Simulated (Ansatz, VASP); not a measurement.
# One calculation of Zr, two programs

The input INCAR:

```
SYSTEM = Zr
  PREC = Accurate
  ENCUT = 520
  EDIFF = 1E-6
  ISMEAR = 0
  SIGMA = 0.15
  LREAL = .FALSE.
  LASPH = .TRUE.
  NELM = 100
  ALGO = Fast
  ISIF = 2
  LWAVE = .FALSE.
  LCHARG = .FALSE.
  GGA = PS
  NBANDS = 12
```

KPOINTS

```
regular mesh
0
G
  18 18 18
  0 0 0
```

Contents of POSCAR:

```
Zr
1.0
    0.0000000000      2.0746000000      2.4354000000
    2.0746000000      0.0000000000      2.4354000000
    2.0746000000      2.0746000000      0.0000000000
Zr
1
Direct
    0.0000000000      0.0000000000      0.0000000000
```

Input for Ansatz:

```yaml
crystal:
  lattice:
    - [0.0, 2.0746, 2.4354]
    - [2.0746, 0.0, 2.4354]
    - [2.0746, 2.0746, 0.0]
  atoms:
    - { symbol: Zr, position: [0.0, 0.0, 0.0] }
basis:
  ecutwfc: 420
kpoints:
  mp_grid: { grid: [18, 18, 18] }
hamiltonian:
  xc: pbesol
scf:
  occupations: { method: gaussian, width: 0.15 }
output:
  forces: true
  stress: true
  eigenvalues: true
```

Change from the starting cell: strain -0.080 along x and y, +0.080 along z, atoms carried along.

Alike in both runs: task single point; functional PBEsol; k mesh 18 × 18 × 18; occupations gaussian, width 0.15 eV; no spin polarisation.

|  | VASP | Ansatz |
| --- | --- | --- |
| version | VASP 6.6.1 | Ansatz 0.2.0 |
| potentials or method | VASP PAW PBE potentials, release 64 (Zr_sv) | scalar-relativistic, plane waves, PAW |
| plane-wave cutoff (eV) | 520 | 420 |
| valence electrons in the cell | 12 | 12 |

|  | VASP | Ansatz | Ansatz less VASP |
| --- | --- | --- | --- |
| gap on the k mesh at the Fermi level (eV) | none | none | - |
| pressure (GPa) | 5.6 | 5.5 | -0.10 |
| largest component of the traceless stress (GPa) | 2.42 | 2.39 | -0.034 |

A gap of «none» marks a metal or a gap that the smearing closes.

Caveats: the PAW data sets were made with another functional, which shifts forces and pressure a little (VASP).
